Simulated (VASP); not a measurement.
# Sb2Pt (Geversite) (Pa-3) in VASP: a series of runs, part 2 of 3

VASP 6.6.1.

## 3. Relaxation of cell and atoms, PBEsol

INCAR reads:

```
PREC = Accurate
ENCUT = 600
EDIFF = 1E-6
ISMEAR = -1
SIGMA = 0.05
LREAL = False
LASPH = True
NELM = 100
ALGO = Fast
ISIF = 3
LWAVE = False
LCHARG = False
GGA = PS
IBRION = 2
NSW = 40
EDIFFG = -0.01
KPAR = 4
```

KPOINTS reads:

```
Automatic mesh
0
Gamma
  4 4 4
```

POSCAR reads:

```
Sb2Pt
1.0
    6.4423000000      0.0000000000      0.0000000000
    0.0000000000      6.4423000000      0.0000000000
    0.0000000000      0.0000000000      6.4423000000
Pt Sb
4 8
Direct
    0.0000000000      0.5000000000      0.5000000000
    0.5000000000      0.5000000000      0.0000000000
    0.5000000000      0.0000000000      0.5000000000
    0.0000000000      0.0000000000      0.0000000000
    0.3753000000      0.1247000000      0.8753000000
    0.1247000000      0.8753000000      0.3753000000
    0.8753000000      0.3753000000      0.1247000000
    0.6247000000      0.6247000000      0.6247000000
    0.6247000000      0.8753000000      0.1247000000
    0.8753000000      0.1247000000      0.6247000000
    0.1247000000      0.6247000000      0.8753000000
    0.3753000000      0.3753000000      0.3753000000
```

Potentials or basis: VASP PAW PBE potentials, release 64 (Pt, Sb).

The run is started by

```
$ cat potpaw_PBE.64/Pt/POTCAR potpaw_PBE.64/Sb/POTCAR > POTCAR
$ mpirun -np 4 vasp_std > vasp.out
```

OUTCAR:

```text
PREC = Accurate
   ENCUT = 600
   EDIFF = 1E-6
   ISMEAR = -1
   LREAL = False
   LASPH = True
   NELM = 100
   ISIF = 3
   GGA = PS
   IBRION = 2
   NSW = 40
   EDIFFG = -0.01

 ion  position               nearest neighbor table
   1  0.000  0.500  0.500-   6 2.67   7 2.67   8 2.67  10 2.67  11 2.67  12 2.67
   2  0.500  0.500  0.000-   5 2.67   7 2.67   8 2.67   9 2.67  11 2.67  12 2.67
   3  0.500  0.000  0.500-   5 2.67   6 2.67   8 2.67   9 2.67  10 2.67  12 2.67
   4  0.000  0.000  0.000-   5 2.67   6 2.67   7 2.67   9 2.67  10 2.67  11 2.67
   5  0.375  0.125  0.875-   2 2.67   3 2.67   4 2.67   9 2.78  10 3.60  11 3.60  12 3.60  12 3.60
                            11 3.60  10 3.60
   6  0.125  0.875  0.375-   1 2.67   3 2.67   4 2.67  10 2.78   9 3.60  11 3.60  12 3.60  11 3.60
                            12 3.60   9 3.60
   7  0.875  0.375  0.125-   1 2.67   2 2.67   4 2.67  11 2.78  10 3.60   9 3.60  12 3.60  10 3.60
                             9 3.60  12 3.60
   8  0.625  0.625  0.625-   1 2.67   2 2.67   3 2.67  12 2.78  10 3.60  11 3.60   9 3.60   9 3.60
                            10 3.60  11 3.60
   9  0.625  0.875  0.125-   2 2.67   3 2.67   4 2.67   5 2.78   6 3.60   7 3.60   8 3.60   8 3.60
                             7 3.60   6 3.60
  10  0.875  0.125  0.625-   1 2.67   3 2.67   4 2.67   6 2.78   5 3.60   7 3.60   8 3.60   7 3.60
                             8 3.60   5 3.60
  11  0.125  0.625  0.875-   1 2.67   2 2.67   4 2.67   7 2.78   6 3.60   5 3.60   8 3.60   6 3.60
                             5 3.60   8 3.60
  12  0.375  0.375  0.375-   1 2.67   2 2.67   3 2.67   8 2.78   6 3.60   7 3.60   5 3.60   5 3.60
                             6 3.60   7 3.60

  LATTYP: Found a simple cubic cell.
 ALAT       =     6.4423000000

  Lattice vectors:

 A1 = (   6.4423000000,   0.0000000000,   0.0000000000)
 A2 = (   0.0000000000,   6.4423000000,   0.0000000000)
 A3 = (   0.0000000000,   0.0000000000,   6.4423000000)

Analysis of symmetry for initial positions (statically):
=====================================================================
 Subroutine PRICEL returns:
 Original cell was already a primitive cell.

 Routine SETGRP: Setting up the symmetry group for a
 simple cubic supercell.

 Subroutine GETGRP returns: Found 24 space group operations
 (whereof  6 operations were pure point group operations)
 out of a pool of 48 trial point group operations.

The static configuration has the point symmetry S_6 .
 The point group associated with its full space group is T_h .

Analysis of symmetry for dynamics (positions and initial velocities):
=====================================================================
 Subroutine PRICEL returns:
 Original cell was already a primitive cell.

 Routine SETGRP: Setting up the symmetry group for a
 simple cubic supercell.

 Subroutine GETGRP returns: Found 24 space group operations
 (whereof  6 operations were pure point group operations)
 out of a pool of 48 trial point group operations.

The dynamic configuration has the point symmetry S_6 .
 The point group associated with its full space group is T_h .

 Subroutine INISYM returns: Found 24 space group operations
 (whereof  6 operations are pure point group operations),
 and found     1 'primitive' translations

----------------------------------------------------------------------------------------

                                     Primitive cell

  volume of cell :     267.3763

  direct lattice vectors                    reciprocal lattice vectors
     6.442300000  0.000000000  0.000000000     0.155224066  0.000000000  0.000000000
     0.000000000  6.442300000  0.000000000     0.000000000  0.155224066  0.000000000
     0.000000000  0.000000000  6.442300000     0.000000000  0.000000000  0.155224066

[... 61 lines left out ...]
  0.250000  0.000000  0.000000      6.000000
  0.500000  0.000000  0.000000      3.000000
  0.250000  0.250000  0.000000     12.000000
  0.500000  0.250000  0.000000      6.000000
 -0.250000  0.500000  0.000000      6.000000
  0.500000  0.500000  0.000000      3.000000
  0.250000  0.250000  0.250000      8.000000
  0.500000  0.250000  0.250000     12.000000
  0.500000  0.500000  0.250000      6.000000
  0.500000  0.500000  0.500000      1.000000
   k-points           NKPTS =     11   k-points in BZ     NKDIM =     11   number of bands    NBANDS=     48
   number of dos      NEDOS =    301   number of ions     NIONS =     12
   total plane-waves  NPLWV = 157464
   dimension x,y,z NGX =    54 NGY =   54 NGZ =   54
   dimension x,y,z NGXF=   108 NGYF=  108 NGZF=  108
   ions per type =               4   8
   NGX,Y,Z   is equivalent  to a cutoff of  13.93, 13.93, 13.93 a.u.
   NGXF,Y,Z  is equivalent  to a cutoff of  27.87, 27.87, 27.87 a.u.
 SYSTEM =  unknown system
   PREC   = accura    normal or accurate (medium, high low for compatibility)
   ISTART =      0    job   : 0-new  1-cont  2-samecut
   ICHARG =      2    charge: 1-file 2-atom 10-const
   ISPIN  =      1    spin polarized calculation?
   LNONCOLLINEAR =      F non collinear calculations
   LSORBIT =      F    spin-orbit coupling
   LASPH  =      T    aspherical Exc in radial PAW
   ENCUT  =  600.0 eV  44.10 Ry    6.64 a.u.  12.87 12.87 12.87*2*pi/ulx,y,z
   NELM   =    100;   NELMIN=  2; NELMDL= -5     # of ELM steps
   EDIFF  = 0.1E-05   stopping-criterion for ELM
   LREAL  =      F    real-space projection
   EDIFFG = -.1E-01   stopping-criterion for IOM
   NSW    =     40    number of steps for IOM
   IBRION =      2    ionic relax: 0-MD 1-quasi-New 2-CG
   NFREE  =      1    steps in history (QN), initial steepest desc. (CG)
   ISIF   =      3    stress and relaxation
   ISYM   =      2    0-nonsym 1-usesym 2-fastsym
   POTIM  = 0.5000    time-step for ionic-motion
   TEBEG  =    0.0;   TEEND  =   0.0 temperature during run
   PSTRESS=    0.0 pullay stress
   NELECT =      80.0000    total number of electrons
   NUPDOWN=      -1.0000    fix difference up-down
   EMIN   =  10.00;   EMAX   =-10.00  energy-range for DOS
   EFERMI =   0.00;   METHOD = LEGACY
   ISMEAR =    -1;   SIGMA  =   0.05  broadening in eV -4-tet -1-fermi 0-gaus
   EFERMI_NEDOS =   21; number of points for ismear=-14 and -15
   IALGO  =     68    algorithm
   IMIX   =      4    mixing-type and parameters
     AMIX     =   0.40;   BMIX     =  1.00
     AMIX_MAG =   1.60;   BMIX_MAG =  1.00
  volume/ion in A,a.u.               =      22.28       150.36
  Fermi-wavevector in a.u.,A,eV,Ry     =   1.094957  2.069169 16.312456  1.198932
  Thomas-Fermi vector in A             =   2.231272
   LORBIT       =      0    0 simple, 1 ext, 2 COOP (PROOUT), +10 PAW based schemes
   GGA     = PS    functional components
   LHFCALC =     F    Hartree Fock is set to
   AEXX    =    0.0000 exact exchange contribution
   IVDW    =     0    specifies the selected vdW correction
   LEPSILON=     F    determine dielectric tensor
   LRPA    =     F    only Hartree local field effects (RPA)
 conjugate gradient relaxation of ions
 non-spin polarized calculation
 RMM-DIIS sequential band-by-band and
  energy-cutoff  :      600.00
  volume of cell :      267.38
 maximum number of plane-waves:      9008
 NGX is ok and might be reduce to    54
   NGX = 25   NGY = 25   NGZ = 25

--------------------------------------- Ionic step        1  -------------------------------------------

 number of electron      80.0000005 magnetization

 Free energy of the ion-electron system (eV)
  ---------------------------------------------------
  ext. energy  EPLUGINS =         0.00000000
  ---------------------------------------------------
  free energy    TOTEN  =       -70.43570589 eV

  energy without entropy =      -70.41787016  energy(sigma->0) =      -70.42678802

------------------------ aborting loop because EDIFF is reached ----------------------------------------

  FORCE on cell =-STRESS in cart. coord.  units (eV):
  Direction    XX          YY          ZZ          XY          YZ          ZX
  --------------------------------------------------------------------------------------
  -------------------------------------------------------------------------------------
  Total        2.0906328      2.0906328      2.0906328      0.0000000     -0.0000000      0.0000000
  in kB       12.5275315     12.5275315     12.5275315      0.0000000     -0.0000000      0.0000000
  external PRESSURE =      12.5275315 kB  Pullay stress =       0.0000000 kB
[... 171 lines left out ...]
--------------------------------------- Ionic step        5  -------------------------------------------

 number of electron      80.0000006 magnetization

 Free energy of the ion-electron system (eV)
  ---------------------------------------------------
  ext. energy  EPLUGINS =         0.00000000
  ---------------------------------------------------
  free energy    TOTEN  =       -70.45275673 eV

  energy without entropy =      -70.43506335  energy(sigma->0) =      -70.44391004

 E-fermi :   9.0750     XC(G=0): -11.0542

 val. band max:        9.0351775583   @ k =   0.0000   0.0000   0.0000
 cond. band min:       9.1367759622   @ k =   0.2500   0.0000   0.0000
 fundamental gap:      0.1015984039
 Fermi energy:         9.0749753931

 k-point     1 :       0.0000    0.0000    0.0000
  band No.  band energies     occupation
      1      -3.6847      2.00000
      2      -1.4015      2.00000
      3      -1.4015      2.00000
      4      -1.4015      2.00000
      5       0.0441      2.00000
      6       0.0441      2.00000
[... 589 lines left out ...]
  FREE ENERGIE OF THE ION-ELECTRON SYSTEM (eV)
  ---------------------------------------------------
  free  energy   TOTEN  =       -70.4527567268 eV

  energy  without entropy=      -70.4350633505  energy(sigma->0) =      -70.44391004

 reached required accuracy - stopping structural energy minimisation
```

Run time: 5.5 min. Hardware: 4 MPI ranks of Intel Xeon Platinum 8375C at 2.90GHz (Ice Lake), shared host; peak memory 0.5 GiB.

Results:

```yaml
Free_energy: -70.4528 eV
Relaxed_volume: 22.50 Å³/atom
Relaxed_cell: a = 6.463 Å, b = 6.463 Å, c = 6.463 Å, α = 90.00°, β = 90.00°, γ = 90.00°
Space_group_after_relaxing_to_0.05_Å: Pa-3 (No. 205)
Energy_gained_by_relaxing: 1.4 meV/atom
Ionic_steps: 5
Pressure_after_relaxing: 0.0 GPa
Largest_force_after_relaxing: 0.003 eV/Å
Band_gap_on_the_k_mesh: none (metal or under the smearing width)
```

Forces on the atoms (eV/Å):
```
Pt   0.000  0.000  0.000
Pt   0.000  0.000  0.000
Pt   0.000  0.000  0.000
Pt   0.000  0.000  0.000
Sb  -0.002  0.002 -0.002
Sb   0.002 -0.002 -0.002
Sb  -0.002 -0.002  0.002
Sb   0.002  0.002  0.002
Sb   0.002 -0.002  0.002
Sb  -0.002  0.002  0.002
Sb   0.002  0.002 -0.002
Sb  -0.002 -0.002 -0.002
```

The path:
```csv
step,energy change (eV),largest force (eV/Å),pressure (GPa),volume (Å³)
1,0.0000,0.1730,1.25,267.38
2,0.0068,0.0169,-1.78,274.17
3,-0.0142,0.0988,-0.15,270.41
4,-0.0168,0.0292,-0.03,270.08
5,-0.0171,0.0031,0.02,269.96
```

Final structure:
```
Pt Sb
1.0
     6.46296    0.00000    0.00000
     0.00000    6.46296    0.00000
     0.00000    0.00000    6.46296
Pt Sb
4 8
Direct
  0.00000 0.50000 0.50000
  0.50000 0.50000 0.00000
  0.50000 0.00000 0.50000
  0.00000 0.00000 0.00000
  0.37438 0.12562 0.87438
  0.12562 0.87438 0.37438
  0.87438 0.37438 0.12562
  0.62562 0.62562 0.62562
  0.62562 0.87438 0.12562
  0.87438 0.12562 0.62562
  0.12562 0.62562 0.87438
  0.37438 0.37438 0.37438
```

Caveat: the PAW data sets were made with another functional, which shifts forces and pressure a little.

(Continued in part 3 of 3.)
